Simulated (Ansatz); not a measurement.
# Clamped-ion strain scan in BaTiO$_{3}$

Method: DFT PBE, scalar-relativistic, plane waves, PAW (Ansatz 0.2.0). Settings: plane waves to 420 eV, k-mesh 8×8×8 (Γ-centred), Gaussian smearing 0.05 eV. No spin polarisation. Energies are free energies at this smearing, counted from the undisturbed cell; pressure is positive in compression.

Zero of the scan (relaxed at this level; it needn't be the usual structure):

```
CELL_PARAMETERS angstrom
4.01923 0.00000 0.00000
0.00000 4.01923 0.00000
0.00000 0.00000 4.01928
ATOMIC_POSITIONS crystal
Ba 0.00000 0.00000 0.00000
Ti 0.50000 0.50000 0.50000
O 0.50000 0.50000 0.00000
O 0.50000 0.00000 0.50000
O 0.00000 0.50000 0.50000
```

The cell is strained by ε times the Voigt pattern (0, 0, 0, 1, 0, 0) (xx, yy, zz, yz, xz, xy; engineering shear) with fractional coordinates fixed.

```csv
ε,ΔE (meV/atom)
-0.1500,111.6
-0.0750,27.4
0.0000,0.0
0.0187,1.7
0.0375,6.8
0.0562,15.3
0.0937,42.9
0.1125,62.1
0.1312,84.9
```

Task: Predict the stress summed along the pattern (GPa, tension positive) at each point.

Result:
```tsv
ε	stress summed along the pattern (GPa, tension positive)
-0.1500	-18.65
-0.0750	-9.04
0.0000	0.00
0.0187	2.23
0.0375	4.49
0.0562	6.75
0.0937	11.36
0.1125	13.74
0.1312	16.15
```

Symmetry holds off the tilts and polar distortions that many cubic perovskites undergo.

Cost: 9 runs of about 3.3 core-minutes in all, on AMD EPYC 7R43 (Zen 3) (shared hosts).